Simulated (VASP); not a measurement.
# TiO2 (Anatase) (I4_1/amd) in VASP: settings compared

The runs below take TiO2 (Anatase) through dielectric tensor, band structure, with LDA, revPBE.

Program: VASP 6.6.1. These are calculated values, not measurements. Logs are shortened: lines on timing, memory, paths and dates and some standing lists are left out, and cuts for length are marked.

## 1. The crystal as given

Symmetry: I4_1/amd, No. 141, tetragonal system. Conventional cell: a = 3.784 Å, b = 3.784 Å, c = 9.515 Å, α = 90.00°, β = 90.00°, γ = 90.00°. Ti (site symmetry -4m2) is surrounded by 6 O at 1.93 to 1.98 Å. O (site symmetry 2mm) is surrounded by 3 Ti at 1.93 to 1.98 Å.

## 2. Dielectric tensor, LDA

Input file INCAR:

```
SYSTEM = TiO2
PREC = Accurate ; ENCUT = 400
EDIFF = 1E-8 ; ISMEAR = 0
SIGMA = 0.01 ; LREAL = .False.
LASPH = .True. ; NELM = 100
ALGO = Normal ; ISIF = 2
LWAVE = .False. ; LCHARG = .False.
GGA = CA ; LEPSILON = .True.
```

Input file KPOINTS:

```
Automatic mesh
0
Gamma
  4 4 4
  0 0 0
```

Input file POSCAR:

```
TiO2
1.0
   -1.8921000000      1.8921000000      4.7573000000
    1.8921000000     -1.8921000000      4.7573000000
    1.8921000000      1.8921000000     -4.7573000000
Ti O
2 4
Direct
    0.7500000000      0.2500000000      0.5000000000
    0.0000000000      0.0000000000      0.0000000000
    0.7919000000      0.7919000000      0.0000000000
    0.5419000000      0.0419000000      0.5000000000
    0.9581000000      0.4581000000      0.5000000000
    0.2081000000      0.2081000000      0.0000000000
```

Potentials or basis: VASP PAW LDA potentials, release 64 (Ti_sv, O).

The run is started by

```console
> cat potpaw_LDA.64/Ti_sv/POTCAR potpaw_LDA.64/O/POTCAR > POTCAR
> mpirun -np 1 vasp_std > vasp.out
```

OUTCAR:

```text
SYSTEM = TiO2
   PREC = Accurate
   ENCUT = 400
   EDIFF = 1E-8
   ISMEAR = 0
   LREAL = .False.
   LASPH = .True.
   NELM = 100
   ISIF = 2
   GGA = CA
   LEPSILON = .True.

 Found     13 irreducible k-points:

 Following reciprocal coordinates:
            Coordinates               Weight
  0.000000  0.000000  0.000000      1.000000
  0.250000  0.000000  0.000000      8.000000
  0.500000  0.000000  0.000000      4.000000
  0.250000  0.250000  0.000000      8.000000
  0.500000  0.250000 -0.000000     16.000000
 -0.250000  0.250000  0.000000      4.000000
   k-points           NKPTS =     13   k-points in BZ     NKDIM =     13   number of bands    NBANDS=     28
   number of dos      NEDOS =    301   number of ions     NIONS =      6
   total plane-waves  NPLWV =  46656
   dimension x,y,z NGX =    36 NGY =   36 NGZ =   36
   dimension x,y,z NGXF=    72 NGYF=   72 NGZF=   72
   ions per type =               2   4
   NGX,Y,Z   is equivalent  to a cutoff of  10.96, 10.96, 10.96 a.u.
   NGXF,Y,Z  is equivalent  to a cutoff of  21.93, 21.93, 21.93 a.u.
 SYSTEM =  TiO2
   PREC   = accura    normal or accurate (medium, high low for compatibility)
   ISTART =      0    job   : 0-new  1-cont  2-samecut
   ICHARG =      2    charge: 1-file 2-atom 10-const
   ISPIN  =      1    spin polarized calculation?
   LNONCOLLINEAR =      F non collinear calculations
   LSORBIT =      F    spin-orbit coupling
   LASPH  =      T    aspherical Exc in radial PAW
   ENCUT  =  400.0 eV  29.40 Ry    5.42 a.u.   8.90  8.90  8.90*2*pi/ulx,y,z
   NELM   =    100;   NELMIN=  2; NELMDL= -5     # of ELM steps
   EDIFF  = 0.1E-07   stopping-criterion for ELM
   LREAL  =      F    real-space projection
   EDIFFG = 0.1E-06   stopping-criterion for IOM
   NSW    =      0    number of steps for IOM
   IBRION =     -1    ionic relax: 0-MD 1-quasi-New 2-CG
   NFREE  =      0    steps in history (QN), initial steepest desc. (CG)
   ISIF   =      2    stress and relaxation
   ISYM   =      2    0-nonsym 1-usesym 2-fastsym
   POTIM  = 0.5000    time-step for ionic-motion
   TEBEG  =    0.0;   TEEND  =   0.0 temperature during run
   PSTRESS=    0.0 pullay stress
   NELECT =      48.0000    total number of electrons
   NUPDOWN=      -1.0000    fix difference up-down
   EMIN   =  10.00;   EMAX   =-10.00  energy-range for DOS
   EFERMI =   0.00;   METHOD = LEGACY
   ISMEAR =     0;   SIGMA  =   0.01  broadening in eV -4-tet -1-fermi 0-gaus
   EFERMI_NEDOS =   21; number of points for ismear=-14 and -15
   IALGO  =     38    algorithm
   IMIX   =      4    mixing-type and parameters
     AMIX     =   0.40;   BMIX     =  1.00
     AMIX_MAG =   1.60;   BMIX_MAG =  1.00
  volume/ion in A,a.u.               =      11.35        76.62
  Fermi-wavevector in a.u.,A,eV,Ry     =   1.456752  2.752862 28.873289  2.122127
  Thomas-Fermi vector in A             =   2.573634
   LORBIT       =      0    0 simple, 1 ext, 2 COOP (PROOUT), +10 PAW based schemes
   GGA     = CA    functional components
   LHFCALC =     F    Hartree Fock is set to
   AEXX    =    0.0000 exact exchange contribution
   IVDW    =     0    specifies the selected vdW correction
   LEPSILON=     T    determine dielectric tensor
   LRPA    =     F    only Hartree local field effects (RPA)
 non-spin polarized calculation
 Gauss-broadening in eV      SIGMA  =   0.01
  energy-cutoff  :      400.00
  volume of cell :       68.13
 maximum number of plane-waves:      1256
   NGX = 17   NGY = 17   NGZ = 17

--------------------------------------- Ionic step        1  -------------------------------------------

 number of electron      47.9999984 magnetization

 E-fermi :   3.1022     XC(G=0): -11.3433

 val. band max:        3.0420767441   @ k =   0.5000   0.5000   0.0000
 cond. band min:       5.0834939245   @ k =   0.0000   0.0000   0.0000
 fundamental gap:      2.0414171804
 Fermi energy:         3.1021743140

 k-point     1 :       0.0000    0.0000    0.0000
  band No.  band energies     occupation
      1     -52.5699      2.00000
      2     -52.5052      2.00000
      3     -29.4606      2.00000
      4     -29.2085      2.00000
      5     -29.2085      2.00000
      6     -29.1329      2.00000
[... 20 lines left out ...]
     27       7.0017      0.00000
     28       7.0043      0.00000

 k-point     2 :       0.2500    0.0000    0.0000
  band No.  band energies     occupation
      1     -52.5620      2.00000
      2     -52.5104      2.00000
      3     -29.4450      2.00000
      4     -29.2762      2.00000
      5     -29.2134      2.00000
      6     -29.1577      2.00000
[... 20 lines left out ...]
     27       6.3471      0.00000
     28       6.6258      0.00000

 k-point     3 :       0.5000    0.0000    0.0000
  band No.  band energies     occupation
      1     -52.5513      2.00000
      2     -52.5187      2.00000
      3     -29.4282      2.00000
      4     -29.3442      2.00000
      5     -29.2175      2.00000
      6     -29.1697      2.00000
[... 20 lines left out ...]
     27       6.5891      0.00000
     28       6.6905      0.00000

 k-point     4 :       0.2500    0.2500    0.0000
  band No.  band energies     occupation
      1     -52.5514      2.00000
      2     -52.5187      2.00000
      3     -29.4175      2.00000
      4     -29.3205      2.00000
      5     -29.2475      2.00000
      6     -29.1836      2.00000
[... 20 lines left out ...]
     27       6.3931      0.00000
     28       6.6163      0.00000

 k-point     5 :       0.5000    0.2500   -0.0000
  band No.  band energies     occupation
      1     -52.5454      2.00000
      2     -52.5223      2.00000
      3     -29.4304      2.00000
      4     -29.3616      2.00000
      5     -29.2503      2.00000
      6     -29.2141      2.00000
[... 20 lines left out ...]
     27       6.6618      0.00000
     28       6.8052      0.00000

 k-point     6 :      -0.2500    0.2500    0.0000
  band No.  band energies     occupation
      1     -52.5580      2.00000
      2     -52.5119      2.00000
      3     -29.4532      2.00000
      4     -29.3014      2.00000
      5     -29.2394      2.00000
      6     -29.1886      2.00000
[... 20 lines left out ...]
     27       6.5224      0.00000
     28       6.7810      0.00000

 [... further k-points ...]

  FORCE on cell =-STRESS in cart. coord.  units (eV):
  Direction    XX          YY          ZZ          XY          YZ          ZX
  --------------------------------------------------------------------------------------
  -------------------------------------------------------------------------------------
  Total       -5.0400869     -5.0400869     -4.6857020      0.0000000     -0.0000000      0.0000000
  in kB     -118.5331709   -118.5331709   -110.1987196      0.0000000     -0.0000000      0.0000000
  external PRESSURE =    -115.7550205 kB  Pullay stress =       0.0000000 kB

 VOLUME and BASIS-vectors are now :
 -----------------------------------------------------------------------------
  energy-cutoff  :      400.00
  volume of cell :       68.13
      direct lattice vectors                 reciprocal lattice vectors
    -1.892100000  1.892100000  4.757300000     0.000000000  0.264256646  0.105101633
     1.892100000 -1.892100000  4.757300000     0.264256646  0.000000000  0.105101633
     1.892100000  1.892100000 -4.757300000     0.264256646  0.264256646  0.000000000

 POSITION                                       TOTAL-FORCE (eV/Angst)
 -----------------------------------------------------------------------------------
      0.00000      1.89210      2.37865        -0.000000     -0.000000      0.000000
      0.00000      0.00000      0.00000        -0.000000     -0.000000      0.000000
      0.00000      0.00000      7.53461         0.000000     -0.000000      0.083892
      0.00000      1.89210      0.39866        -0.000000      0.000000      0.083892
      0.00000      1.89210      4.35864        -0.000000      0.000000     -0.083892
      0.00000      0.00000      1.97999         0.000000     -0.000000     -0.083892
 -----------------------------------------------------------------------------------
    total drift:                               -0.000000      0.000000     -0.000000

  FREE ENERGIE OF THE ION-ELECTRON SYSTEM (eV)
  ---------------------------------------------------
  free  energy   TOTEN  =       -58.8628685630 eV

  energy  without entropy=      -58.8628685630  energy(sigma->0) =      -58.86286856

 HEAD OF MICROSCOPIC STATIC DIELECTRIC TENSOR (INDEPENDENT PARTICLE, excluding Hartree and local field effects)
 ------------------------------------------------------
           7.479897     0.000000     0.000000
           0.000000     7.479897     0.000000
           0.000000     0.000000     6.805592
 ------------------------------------------------------

 Free energy of the ion-electron system (eV)
  ---------------------------------------------------
  ---------------------------------------------------
  free energy    TOTEN  =        -1.21842345 eV

  energy without entropy =       -1.21842345

------------------------ aborting loop because EDIFF is reached ----------------------------------------

--------------------------------------- Ionic step        2  -------------------------------------------

------------------------ aborting loop because EDIFF is reached ----------------------------------------

--------------------------------------- Ionic step        3  -------------------------------------------

 Free energy of the ion-electron system (eV)
  ---------------------------------------------------
  ---------------------------------------------------
  free energy    TOTEN  =        -1.05859061 eV

  energy without entropy =       -1.05859061

------------------------ aborting loop because EDIFF is reached ----------------------------------------

 PIEZOELECTRIC TENSOR FIELD DIRECTION 3  (e Angst)
 -----------------------------------------------------------------------------
     0.00087  0.00000  0.00000           ( -0.00000  0.00000  0.00000)
     0.00000  0.00087  0.00000           (  0.00000 -0.00000  0.00000)
     0.00000  0.00000 -0.00110           (  0.00000  0.00000 -0.00003)

 PIEZOELECTRIC TENSOR FIELD DIRECTION 3  (C/m^2)
 -----------------------------------------------------------------------------
     0.00021  0.00000  0.00000
     0.00000  0.00021  0.00000
     0.00000  0.00000 -0.00026

 MACROSCOPIC STATIC DIELECTRIC TENSOR (including local field effects in DFT)
 ------------------------------------------------------
           7.258497     0.000000     0.000000
           0.000000     7.258497    -0.000000
          -0.000000     0.000000     6.411320
 ------------------------------------------------------

 PIEZOELECTRIC TENSOR (including local field effects)  for field in x, y, z        (e  Angst)
          XX          YY          ZZ          XY          YZ          ZX
  --------------------------------------------------------------------------------
  x     0.00000     0.00000    -0.00000     0.00000     0.00000     0.00000
  y     0.00000    -0.00000     0.00000     0.00000     0.00000     0.00000
  z     0.00000     0.00000     0.00000     0.00000     0.00000     0.00000

 PIEZOELECTRIC TENSOR (including local field effects)  for field in x, y, z        (C/m^2)
          XX          YY          ZZ          XY          YZ          ZX
  --------------------------------------------------------------------------------
  x     0.00000     0.00000    -0.00000     0.00000     0.00000     0.00000
  y     0.00000    -0.00000     0.00000     0.00000     0.00000     0.00000
  z     0.00000     0.00000     0.00000     0.00000     0.00000     0.00000

 BORN EFFECTIVE CHARGES (including local field effects) (in |e|, cummulative output)
 ---------------------------------------------------------------------------------
 ion    1
    1     6.71231    -0.00000     0.00000
    2     0.00000     6.71231     0.00000
    3     0.00000     0.00000     5.79787
 ion    2
    1     6.71231    -0.00000     0.00000
    2     0.00000     6.71231     0.00000
    3     0.00000     0.00000     5.79787
 ion    3
    1    -5.56651     0.00000     0.00000
    2     0.00000    -1.14580     0.00000
    3     0.00000     0.00000    -2.89893
 ion    4
    1    -1.14580     0.00000     0.00000
    2     0.00000    -5.56651     0.00000
    3     0.00000     0.00000    -2.89893
 ion    5
    1    -5.56651     0.00000    -0.00000
    2    -0.00000    -1.14580     0.00000
    3     0.00000     0.00000    -2.89893
 ion    6
    1    -1.14580     0.00000     0.00000
    2     0.00000    -5.56651     0.00000
    3     0.00000     0.00000    -2.89893
```

Run time: 9.7 min. Hardware: 1 thread of Intel Xeon Platinum 8375C at 2.90GHz (Ice Lake), shared host; peak memory 0.22 GiB.

The run converged, but some of its settings lie outside the range that counts as converged, so its numbers aren't taken as properties of the crystal.

What came out:

```yaml
Band_gap_on_the_k_mesh: 2.04 eV, indirect (least direct gap 2.35 eV)
Electronic_dielectric_tensor_diagonal: 7.26, 7.26, 6.41
Born_charges_mean_of_the_diagonal: Ti +6.41; O -3.20 e
```

Caveat: the k mesh is coarse (spacing up to 0.59 Å⁻¹), so the values aren't converged; the cutoff is under 1.25 times the usual one of these potentials, so pressure, stress and relaxed cells hold a basis-set (Pulay) error.

## 3. Band structure, revPBE

Input file INCAR:

```
SYSTEM = TiO2
PREC     = Accurate       ! precision mode
ENCUT    = 520            ! plane-wave cutoff, eV
EDIFF    = 1E-7           ! SCF threshold, eV
ISMEAR   = -1             ! smearing method
SIGMA    = 0.05           ! smearing width, eV
LREAL    = .FALSE.        ! projectors in reciprocal space
LASPH    = .TRUE.         ! aspherical terms in the spheres
NELM     = 60             ! most SCF steps
ALGO     = Normal         ! electronic algorithm
ISIF     = 2              ! what is computed and relaxed
LWAVE    = .FALSE.        ! write WAVECAR
LCHARG   = .FALSE.        ! write CHGCAR
LMAXMIX  = 4              ! l up to which the mixer works
GGA      = RE             ! functional
```

Input file KPOINTS:

```
Automatic mesh
0
G
  10 10 10
  0 0 0
```

POSCAR is that of step 2.

Input file KPOINTS_OPT:

```
path GXYSGZS1NPY1Z,XP
10
line-mode
reciprocal
 0.0000000000  0.0000000000  0.0000000000  G
-0.5000000000  0.5000000000  0.0000000000  X

-0.5000000000  0.5000000000  0.0000000000  X
-0.5000000000  0.5000000000 -0.0790928267  Y

-0.5000000000  0.5000000000 -0.0790928267  Y
-0.2895464134  0.2895464134 -0.2895464134  S

-0.2895464134  0.2895464134 -0.2895464134  S
 0.0000000000  0.0000000000  0.0000000000  G

 0.0000000000  0.0000000000  0.0000000000  G
 0.5000000000  0.5000000000 -0.5000000000  Z

 0.5000000000  0.5000000000 -0.5000000000  Z
 0.2895464134  0.7104535866 -0.7104535866  S1

 0.2895464134  0.7104535866 -0.7104535866  S1
 0.0000000000  0.5000000000 -0.5000000000  N

 0.0000000000  0.5000000000 -0.5000000000  N
-0.2500000000  0.7500000000 -0.2500000000  P

-0.2500000000  0.7500000000 -0.2500000000  P
 0.0790928267  0.9209071733 -0.5000000000  Y1

 0.0790928267  0.9209071733 -0.5000000000  Y1
 0.5000000000  0.5000000000 -0.5000000000  Z

-0.5000000000  0.5000000000  0.0000000000  X
-0.2500000000  0.7500000000 -0.2500000000  P
```

Potentials or basis: VASP PAW PBE potentials, release 64 (Ti_sv, O).

The run is started by

```console
> cat potpaw_PBE.64/Ti_sv/POTCAR potpaw_PBE.64/O/POTCAR > POTCAR
> mpirun -np 1 vasp_std > vasp.out
```

It took 8.2 min on 1 thread of Intel Xeon Platinum 8375C at 2.90GHz (Ice Lake), shared host; peak memory 0.43 GiB.

It converged, with:

* Free energy: -51.7010 eV
* Pressure: 9.2 GPa
* Largest force: 0.172 eV/Å
* Band gap on the k mesh: 2.15 eV, indirect (least direct gap 2.47 eV)
* Band gap along the path: 2.13 eV, indirect (least direct gap 2.47 eV)

Forces in eV/Å, atoms in the order of the input:
```
Ti   0.000  0.000  0.000
Ti   0.000  0.000  0.000
O    0.000  0.000 -0.172
O    0.000  0.000 -0.172
O    0.000  0.000  0.172
O    0.000  0.000  0.172
```

Stress tensor (GPa, compression positive):
```
 8.72  0.00  0.00
 0.00  8.72  0.00
 0.00  0.00 10.14
```

Levels at the corners of the path, in eV from the valence-band top:
```
point  band 22  band 23  band 24  band 25  band 26  band 27
    Γ    -0.76    -0.48    -0.48     2.13     2.86     4.00
    X    -2.05    -0.05    -0.05     3.35     3.35     3.82
    X    -2.05    -0.05    -0.05     3.35     3.35     3.82
    Y    -1.89    -0.09    -0.09     3.32     3.32     3.77
    Y    -1.89    -0.09    -0.09     3.32     3.32     3.77
    S    -0.94    -0.90    -0.82     3.23     3.49     3.58
    S    -0.94    -0.90    -0.82     3.23     3.49     3.58
    Γ    -0.76    -0.48    -0.48     2.13     2.86     4.00
    Γ    -0.76    -0.48    -0.48     2.13     2.86     4.01
    Z    -1.26    -0.13    -0.13     2.48     2.48     3.78
    Z    -1.26    -0.13    -0.13     2.48     2.48     3.78
   S1    -0.94    -0.90    -0.82     3.23     3.49     3.58
   S1    -0.94    -0.90    -0.82     3.23     3.49     3.58
    N    -0.94    -0.84    -0.64     3.25     3.57     3.57
    N    -0.94    -0.84    -0.64     3.25     3.57     3.57
    P    -1.59    -0.24    -0.24     3.58     3.58     3.62
    P    -1.59    -0.24    -0.24     3.58     3.58     3.62
   Y1    -1.89    -0.09    -0.09     3.32     3.32     3.77
   Y1    -1.89    -0.09    -0.09     3.32     3.32     3.77
    Z    -1.26    -0.13    -0.13     2.48     2.48     3.78
    X    -2.05    -0.05    -0.05     3.35     3.35     3.82
    P    -1.59    -0.24    -0.24     3.58     3.58     3.62
```

Caveat: the PAW data sets were made with another functional, which shifts forces and pressure a little.

[end of part 1 of 3]
